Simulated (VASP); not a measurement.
# La2O3 (P-3m1) in VASP: notebook

The runs below take La2O3 through relaxation of cell and atoms, with PBE.

Everything below comes from runs of VASP 6.6.1. Logs are shortened: lines on timing, memory, paths and dates and some standing lists are left out, and cuts for length are marked.

**1. The crystal as given**

Symmetry: P-3m1, No. 164, trigonal system. Conventional cell: a = 3.931 Å, b = 3.931 Å, c = 6.112 Å, α = 90.00°, β = 90.00°, γ = 120.00°. Around La (site symmetry 3m) lie 4 O at 2.36 to 2.44 Å. O (site symmetry 3m) has 4 La at 2.36 to 2.44 Å as nearest neighbours. O (site symmetry -3m) is surrounded by 6 La at 2.72 Å.

The cell is a database's computed one.

**2. Relaxation of cell and atoms, PBE**

The input, INCAR:

```
PREC = Accurate ; ENCUT = 600
EDIFF = 1E-6 ; ISMEAR = 0
SIGMA = 0.02 ; LREAL = False
LASPH = True ; NELM = 120
ALGO = Fast ; ISIF = 3
LWAVE = False ; LCHARG = False
GGA = PE ; IBRION = 2
NSW = 80 ; EDIFFG = -0.005
KPAR = 4
```

The input, KPOINTS:

```
regular mesh
0
Gamma
  9 9 5
```

The input, POSCAR:

```
La2O3
1.0
    3.9307779000      0.0000000000      0.0000000000
   -1.9653889000      3.4041535000      0.0000000000
    0.0000000000      0.0000000000      6.1119535000
La O
2 3
Direct
    0.6666666700      0.3333333300      0.7537643200
    0.3333333300      0.6666666700      0.2462356800
    0.6666666700      0.3333333300      0.3541093500
    0.3333333300      0.6666666700      0.6458906500
    0.0000000000      0.0000000000      0.0000000000
```

Potentials or basis: VASP PAW PBE potentials, release 64 (La, O).

On the command line:

```bash
$ cat potpaw_PBE.64/La/POTCAR potpaw_PBE.64/O/POTCAR > POTCAR
$ mpirun -np 4 vasp_std > vasp.out
```

OUTCAR:

```text
PREC = Accurate
   ENCUT = 600
   EDIFF = 1E-6
   ISMEAR = 0
   LREAL = False
   LASPH = True
   NELM = 120
   ISIF = 3
   GGA = PE
   IBRION = 2
   NSW = 80
   EDIFFG = -0.005

 ion  position               nearest neighbor table
   1  0.667  0.333  0.754-   4 2.36   4 2.36   4 2.36   3 2.44   5 2.72   5 2.72   5 2.72
   2  0.333  0.667  0.246-   3 2.36   3 2.36   3 2.36   4 2.44   5 2.72   5 2.72   5 2.72
   3  0.667  0.333  0.354-   2 2.36   2 2.36   2 2.36   1 2.44
   4  0.333  0.667  0.646-   1 2.36   1 2.36   1 2.36   2 2.44
   5  0.000  0.000  0.000-   1 2.72   2 2.72   2 2.72   1 2.72   1 2.72   2 2.72

  LATTYP: Found a hexagonal cell.
 ALAT       =     3.9307779000
 C/A-ratio  =     1.5548966783

  Lattice vectors:

 A1 = (   3.9307779000,   0.0000000000,   0.0000000000)
 A2 = (  -1.9653889000,   3.4041535000,   0.0000000000)
 A3 = (   0.0000000000,   0.0000000000,   6.1119535000)

Analysis of symmetry for initial positions (statically):
=====================================================================
 Subroutine PRICEL returns:
 Original cell was already a primitive cell.

 Routine SETGRP: Setting up the symmetry group for a
 hexagonal supercell.

 Subroutine GETGRP returns: Found 12 space group operations
 (whereof 12 operations were pure point group operations)
 out of a pool of 24 trial point group operations.

The static configuration has the point symmetry D_3d.

Analysis of symmetry for dynamics (positions and initial velocities):
=====================================================================
 Subroutine PRICEL returns:
 Original cell was already a primitive cell.

 Routine SETGRP: Setting up the symmetry group for a
 hexagonal supercell.

 Subroutine GETGRP returns: Found 12 space group operations
 (whereof 12 operations were pure point group operations)
 out of a pool of 24 trial point group operations.

The dynamic configuration has the point symmetry D_3d.

 Subroutine INISYM returns: Found 12 space group operations
 (whereof 12 operations are pure point group operations),
 and found     1 'primitive' translations

----------------------------------------------------------------------------------------

                                     Primitive cell

  volume of cell :      81.7839

  direct lattice vectors                    reciprocal lattice vectors
     3.930777900  0.000000000  0.000000000     0.254402570  0.146879389  0.000000000
    -1.965388900  3.404153500  0.000000000     0.000000000  0.293758786  0.000000000
     0.000000000  0.000000000  6.111953500     0.000000000  0.000000000  0.163613810

  length of vectors
     3.930777900  3.930777859  6.111953500     0.293758783  0.293758786  0.163613810

  position of ions in fractional coordinates (direct lattice)
     0.666666670  0.333333330  0.753764320
     0.333333330  0.666666670  0.246235680
     0.666666670  0.333333330  0.354109350
     0.333333330  0.666666670  0.645890650
     0.000000000  0.000000000  0.000000000

  ion indices of the primitive-cell ions
   primitive index   ion index
                 1           1
                 2           2
                 3           3
                 4           4
                 5           5

----------------------------------------------------------------------------------------

 KPOINTS: regular mesh

Automatic generation of k-mesh.
 Grid dimensions read from file:
 generate k-points for:    9    9    5

 Generating k-lattice:

  Cartesian coordinates                     Fractional coordinates (reciprocal lattice)
     0.028266952  0.016319932  0.000000000     0.111111111  0.000000000  0.000000000
     0.000000000  0.032639865  0.000000000     0.000000000  0.111111111  0.000000000
     0.000000000  0.000000000  0.032722762     0.000000000  0.000000000  0.200000000

  Length of vectors
     0.032639865  0.032639865  0.032722762

  Shift w.r.t. Gamma in fractional coordinates (k-lattice)
     0.000000000  0.000000000  0.000000000

 Subroutine IBZKPT returns following result:
 ===========================================

 Found     50 irreducible k-points:

 Following reciprocal coordinates:
            Coordinates               Weight
  0.000000  0.000000  0.000000      1.000000
  0.111111 -0.000000  0.000000      6.000000
  0.222222  0.000000  0.000000      6.000000
  0.333333  0.000000  0.000000      6.000000
  0.444444  0.000000  0.000000      6.000000
  0.111111  0.111111  0.000000      6.000000
[... 16 lines left out ...]
  0.222222  0.111111  0.200000     12.000000
 -0.111111  0.333333  0.200000     12.000000
 [... further k-points ...]
   k-points           NKPTS =     50   k-points in BZ     NKDIM =     50   number of bands    NBANDS=     24
   number of dos      NEDOS =    301   number of ions     NIONS =      5
   total plane-waves  NPLWV =  51200
   dimension x,y,z NGX =    32 NGY =   32 NGZ =   50
   dimension x,y,z NGXF=    64 NGYF=   64 NGZF=  100
   ions per type =               2   3
   NGX,Y,Z   is equivalent  to a cutoff of  13.53, 13.53, 13.60 a.u.
   NGXF,Y,Z  is equivalent  to a cutoff of  27.07, 27.07, 27.20 a.u.
 SYSTEM =  unknown system
   PREC   = accura    normal or accurate (medium, high low for compatibility)
   ISTART =      0    job   : 0-new  1-cont  2-samecut
   ICHARG =      2    charge: 1-file 2-atom 10-const
   ISPIN  =      1    spin polarized calculation?
   LNONCOLLINEAR =      F non collinear calculations
   LSORBIT =      F    spin-orbit coupling
   LASPH  =      T    aspherical Exc in radial PAW
   ENCUT  =  600.0 eV  44.10 Ry    6.64 a.u.   7.85  7.85 12.21*2*pi/ulx,y,z
   NELM   =    120;   NELMIN=  2; NELMDL= -5     # of ELM steps
   EDIFF  = 0.1E-05   stopping-criterion for ELM
   LREAL  =      F    real-space projection
   EDIFFG = -.5E-02   stopping-criterion for IOM
   NSW    =     80    number of steps for IOM
   IBRION =      2    ionic relax: 0-MD 1-quasi-New 2-CG
   NFREE  =      1    steps in history (QN), initial steepest desc. (CG)
   ISIF   =      3    stress and relaxation
   ISYM   =      2    0-nonsym 1-usesym 2-fastsym
   POTIM  = 0.5000    time-step for ionic-motion
   TEBEG  =    0.0;   TEEND  =   0.0 temperature during run
   PSTRESS=    0.0 pullay stress
   NELECT =      40.0000    total number of electrons
   NUPDOWN=      -1.0000    fix difference up-down
   EMIN   =  10.00;   EMAX   =-10.00  energy-range for DOS
   EFERMI =   0.00;   METHOD = LEGACY
   ISMEAR =     0;   SIGMA  =   0.02  broadening in eV -4-tet -1-fermi 0-gaus
   EFERMI_NEDOS =   21; number of points for ismear=-14 and -15
   IALGO  =     68    algorithm
   IMIX   =      4    mixing-type and parameters
     AMIX     =   0.40;   BMIX     =  1.00
     AMIX_MAG =   1.60;   BMIX_MAG =  1.00
  volume/ion in A,a.u.               =      16.36       110.38
  Fermi-wavevector in a.u.,A,eV,Ry     =   1.289849  2.437462 22.636161  1.663711
  Thomas-Fermi vector in A             =   2.421717
   LORBIT       =      0    0 simple, 1 ext, 2 COOP (PROOUT), +10 PAW based schemes
   GGA     = PE    functional components
   LHFCALC =     F    Hartree Fock is set to
   AEXX    =    0.0000 exact exchange contribution
   IVDW    =     0    specifies the selected vdW correction
   LEPSILON=     F    determine dielectric tensor
   LRPA    =     F    only Hartree local field effects (RPA)
 conjugate gradient relaxation of ions
 non-spin polarized calculation
 RMM-DIIS sequential band-by-band and
 Gauss-broadening in eV      SIGMA  =   0.02
  energy-cutoff  :      600.00
  volume of cell :       81.78
 maximum number of plane-waves:      2749
   NGX = 15   NGY = 15   NGZ = 25

--------------------------------------- Ionic step        1  -------------------------------------------

 number of electron      40.0000000 magnetization

 Free energy of the ion-electron system (eV)
  ---------------------------------------------------
  ext. energy  EPLUGINS =         0.00000000
  ---------------------------------------------------
  free energy    TOTEN  =       -41.82536204 eV

  energy without entropy =      -41.82536204  energy(sigma->0) =      -41.82536204

------------------------ aborting loop because EDIFF is reached ----------------------------------------

  FORCE on cell =-STRESS in cart. coord.  units (eV):
  Direction    XX          YY          ZZ          XY          YZ          ZX
  --------------------------------------------------------------------------------------
  -------------------------------------------------------------------------------------
  Total        0.5378517      0.5378517      0.7046527      0.0000000      0.0000000      0.0000000
  in kB       10.5367196     10.5367195     13.8044162      0.0000002      0.0000000      0.0000000
  external PRESSURE =      11.6259518 kB  Pullay stress =       0.0000000 kB
[... 98 lines left out ...]
  FREE ENERGIE OF THE ION-ELECTRON SYSTEM (eV)
  ---------------------------------------------------
  free  energy   TOTEN  =       -41.8296468116 eV

  energy  without entropy=      -41.8296468116  energy(sigma->0) =      -41.82964681

[... ionic steps 4 to 14 ...]

--------------------------------------- Ionic step       15  -------------------------------------------

 number of electron      40.0000000 magnetization

------------------------ aborting loop because EDIFF is reached ----------------------------------------

  FORCE on cell =-STRESS in cart. coord.  units (eV):
  Direction    XX          YY          ZZ          XY          YZ          ZX
  --------------------------------------------------------------------------------------
  -------------------------------------------------------------------------------------
  Total       -0.0013609     -0.0013609      0.0127101     -0.0000000      0.0000000      0.0000000
  in kB       -0.0262941     -0.0262941      0.2455799     -0.0000000      0.0000000      0.0000000
  external PRESSURE =       0.0643306 kB  Pullay stress =       0.0000000 kB
[... 63 lines left out ...]
  energy  without entropy=      -41.8309571266  energy(sigma->0) =      -41.83095713

--------------------------------------- Ionic step       17  -------------------------------------------

 number of electron      40.0000000 magnetization

 Free energy of the ion-electron system (eV)
  ---------------------------------------------------
  ext. energy  EPLUGINS =         0.00000000
  ---------------------------------------------------
  free energy    TOTEN  =       -41.83095747 eV

  energy without entropy =      -41.83095747  energy(sigma->0) =      -41.83095747

 E-fermi :   5.8920     XC(G=0): -10.4027

 val. band max:        5.7896965268   @ k =   0.2222   0.2222   0.4000
 cond. band min:       9.7039864729   @ k =   0.3333   0.3333   0.0000
 fundamental gap:      3.9142899461
 Fermi energy:         5.8920249397

 k-point     1 :       0.0000    0.0000    0.0000
  band No.  band energies     occupation
      1     -24.0143      2.00000
      2     -23.7915      2.00000
      3     -11.0537      2.00000
      4      -9.8229      2.00000
      5      -9.3647      2.00000
      6      -7.4769      2.00000
[... 637 lines left out ...]
     23      10.8007      0.00000
     24      10.9664      0.00000

 [... further k-points ...]

------------------------ aborting loop because EDIFF is reached ----------------------------------------

  FORCE on cell =-STRESS in cart. coord.  units (eV):
  Direction    XX          YY          ZZ          XY          YZ          ZX
  --------------------------------------------------------------------------------------
  -------------------------------------------------------------------------------------
  Total        0.0057860      0.0057860      0.0106505      0.0000000      0.0000000      0.0000000
  in kB        0.1117996      0.1117996      0.2057926      0.0000000      0.0000000      0.0000000
  external PRESSURE =       0.1431306 kB  Pullay stress =       0.0000000 kB
[... 20 lines left out ...]
  FREE ENERGIE OF THE ION-ELECTRON SYSTEM (eV)
  ---------------------------------------------------
  free  energy   TOTEN  =       -41.8309574733 eV

  energy  without entropy=      -41.8309574733  energy(sigma->0) =      -41.83095747

 reached required accuracy - stopping structural energy minimisation
```

Run time: 5.8 min. Hardware: 4 MPI ranks of Intel Xeon 6975P-C (Granite Rapids), shared host; peak memory 0.32 GiB.

What came out:

```yaml
Free_energy: -41.8310 eV
Relaxed_volume: 16.58 Å³/atom
Relaxed_cell: a = 3.937 Å, b = 3.937 Å, c = 6.178 Å, α = 90.00°, β = 90.00°, γ = 120.00°
Space_group_after_relaxing_to_0.05_Å: P-3m1 (No. 164)
Energy_gained_by_relaxing: 1.1 meV/atom
Ionic_steps: 17
Pressure_after_relaxing: 0.0 GPa
Largest_force_after_relaxing: 0.004 eV/Å
Band_gap_on_the_k_mesh: 3.91 eV, indirect (least direct gap 3.98 eV)
```

Forces in eV/Å, atoms in the order of the input:
```
La   0.000  0.000 -0.002
La   0.000  0.000  0.002
O    0.000  0.000 -0.004
O    0.000  0.000  0.004
O    0.000  0.000  0.000
```

Step by step:
| step | energy change (eV) | largest force (eV/Å) | pressure (GPa) | volume (Å³) |
| --- | --- | --- | --- | --- |
| 1 | 0.0000 | 0.0136 | 1.16 | 81.78 |
| 2 | -0.0033 | 0.1228 | -0.76 | 83.20 |
| 3 | -0.0043 | 0.0861 | -0.12 | 82.79 |
| 4 | -0.0043 | 0.0805 | -0.02 | 82.73 |
| 5 | -0.0051 | 0.0154 | -0.02 | 82.84 |
| 6 | -0.0053 | 0.0273 | -0.04 | 82.90 |
| 7 | -0.0053 | 0.0301 | -0.04 | 82.92 |
| 8 | -0.0055 | 0.0225 | 0.02 | 82.90 |
| 9 | -0.0055 | 0.0186 | 0.06 | 82.89 |
| 10 | -0.0055 | 0.0227 | 0.05 | 82.89 |
| 11 | -0.0056 | 0.0184 | -0.09 | 82.95 |
| 12 | -0.0056 | 0.0116 | -0.07 | 82.94 |
| 13 | -0.0056 | 0.0137 | 0.00 | 82.91 |
| 14 | -0.0056 | 0.0128 | 0.04 | 82.91 |
| 15 | -0.0056 | 0.0085 | 0.01 | 82.92 |
| 16 | -0.0056 | 0.0088 | 0.00 | 82.92 |
| 17 | -0.0056 | 0.0045 | 0.01 | 82.92 |

Final structure:
```xyz
5
Lattice="3.9368 0.0000 0.0000 -1.9684 3.4094 0.0000 0.0000 0.0000 6.1778" Properties=species:S:1:pos:R:3 pbc="T T T"
La    1.9684    1.1365    4.6505
La    0.0000    2.2729    1.5273
O     1.9684    1.1365    2.1908
O     0.0000    2.2729    3.9870
O     0.0000    0.0000    0.0000
```

Levels at points of the mesh, in eV from the valence-band top:
| k point | band 17 | band 18 | band 19 | band 20 | band 21 | band 22 | band 23 | band 24 |
| --- | --- | --- | --- | --- | --- | --- | --- | --- |
| (0.00, 0.00, 0.00) | -1.57 | -0.30 | -0.30 | -0.05 | 4.32 | 4.67 | 4.67 | 5.13 |

Caveat: spin-orbit coupling is left out, which moves the levels of the heavy elements; an odd mesh through Γ misses points on the zone boundary, where band edges often lie.

**3. Relaxation of cell and atoms, PBE**

This run uses another cell than the first one, of 16.58 Å³/atom, 1.014 times its volume.

INCAR is that of step 2.

KPOINTS is that of step 2.

The input, POSCAR:

```
La2O3                                   
1.0
    3.9367969946      0.0000000001      0.0000000000
   -1.9683984471      3.4093661887     -0.0000000000
    0.0000000000     -0.0000000000      6.1777906783
  La              O             
     2     3
Direct
     0.6666666699999979    0.3333333300000021    0.7527774356206496
     0.3333333300000021    0.6666666699999979    0.2472225643793504
     0.6666666699999979    0.3333333300000021    0.3546246199511245
     0.3333333300000021    0.6666666699999979    0.6453753800488755
     0.0000000000000000    0.0000000000000000    0.0000000000000000
```

Potentials or basis: VASP PAW PBE potentials, release 64 (La, O).

On the command line:

```bash
$ cat potpaw_PBE.64/La/POTCAR potpaw_PBE.64/O/POTCAR > POTCAR
$ mpirun -np 4 vasp_std > vasp.out
```

It took 3.3 min on 4 MPI ranks of Intel Xeon 6975P-C (Granite Rapids), shared host; peak memory 0.31 GiB.

Results (log left out):

```
Free energy                            : -41.8327 eV
Relaxed volume                         : 16.58 Å³/atom
Relaxed cell                           : a = 3.937 Å, b = 3.937 Å, c = 6.178 Å, α = 90.00°, β = 90.00°, γ = 120.00°
Space group after relaxing (to 0.05 Å) : P-3m1 (No. 164)
Energy gained by relaxing              : 0.0 meV/atom
Ionic steps                            : 5
Pressure after relaxing                : 0.0 GPa
Largest force after relaxing           : 0.004 eV/Å
Band gap on the k mesh                 : 3.91 eV, indirect (least direct gap 3.98 eV)
```

Forces on the atoms (eV/Å):
```
La   0.000  0.000 -0.004
La   0.000  0.000  0.004
O    0.000  0.000  0.000
O    0.000  0.000  0.000
O    0.000  0.000  0.000
```

Final structure:
```yaml
crystal:
  lattice:
    - [3.93659, 0.00000, 0.00000]
    - [-1.96830, 3.40919, 0.00000]
    - [0.00000, 0.00000, 6.17762]
  atoms:
    - { symbol: La, position: [0.66667, 0.33333, 0.75273] }
    - { symbol: La, position: [0.33333, 0.66667, 0.24727] }
    - { symbol: O, position: [0.66667, 0.33333, 0.35462] }
    - { symbol: O, position: [0.33333, 0.66667, 0.64538] }
    - { symbol: O, position: [0.00000, 0.00000, 0.00000] }
```

Levels at points of the mesh, in eV from the valence-band top:
```
           k point  band 17  band 18  band 19  band 20  band 21  band 22  band 23  band 24
(0.00, 0.00, 0.00)    -1.57    -0.30    -0.30    -0.05     4.32     4.67     4.67     5.13
```

Caveat: spin-orbit coupling is left out, which moves the levels of the heavy elements; an odd mesh through Γ misses points on the zone boundary, where band edges often lie. A hybrid or GW would open this gap; PBE tends to underestimate it.
